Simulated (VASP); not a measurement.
# Al₂Au, self-consistent run: which settings are enough?

Al₂Au, Fm-3m (no. 225), 3 atoms in the cell. PBEsol; PAW potentials Au, Al (PBE set). VASP 6.6.1.

Wanted: energy within 0.2 meV/atom; Fermi level within 0.005 eV.

What the run is for: comparing ways to start; Accuracy asked: tight.

POSCAR:
```
Al2Au
1.0
    0.0000000000      3.0000000000      3.0000000000
    3.0000000000      0.0000000000      3.0000000000
    3.0000000000      3.0000000000      0.0000000000
Au Al
1 2
Direct
    0.0000000000      0.0000000000      0.0000000000
    0.7500000000      0.7500000000      0.7500000000
    0.2500000000      0.2500000000      0.2500000000
```

## How the run starts (with a second run first, the time holds both)

| How the run starts (with a second run first, the time holds both) | Energy less reference (meV/atom) | Fermi level (eV) | Time (s) |
|---|---|---|---|
| from scratch: 12 SCF iterations | 0.00 | 7.6787 | 16 |
| density of a coarse mesh (ICHARG 1): 12 + 9 SCF iterations | 0.00 | 7.6788 | 16 |
| orbitals of a lower cutoff (ISTART 1): 12 + 5 SCF iterations | 0.00 | 7.6788 | 16 |
| orbitals of a loose run: 10 + 3 SCF iterations | 0.00 | 7.6788 | 13 |

## Question

For each series: keep the first row unless others stay within half of the tolerance and take at least 30 % less time, and then take the fastest.

## Answer

- How the run starts (with a second run first, the time holds both): from scratch: 12 SCF iterations

The chosen settings are those of the reference run.

## The input

INCAR:
```
GGA = PS ; ISMEAR = 1
SIGMA = 0.1 ; LWAVE = False
LCHARG = False ; ISIF = 2
PREC = Accurate ; LASPH = True
LREAL = False ; ALGO = Normal
EDIFF = 1E-6 ; NELM = 120
GGA_COMPAT = False ; ENCUT = 400
```

KPOINTS:
```
k-points
0
Gamma
  10 10 10
```

Commands:
```
cat potpaw_PBE.64/Au/POTCAR potpaw_PBE.64/Al/POTCAR > POTCAR
mpirun -np 1 vasp_std > vasp.out
```

The chosen input took VASP 6.6.1 16 s on 1 core (Intel Xeon Platinum 8488C (Sapphire Rapids)), a shared host.

## An input that fails: restart asked without its files

VASP's message: ERROR: charge density could not be read from file CHGCAR for ICHARG>10.

Changes against the starting input:
```
- NELM = 120
+ NELM = 60
+ ICHARG = 11
```
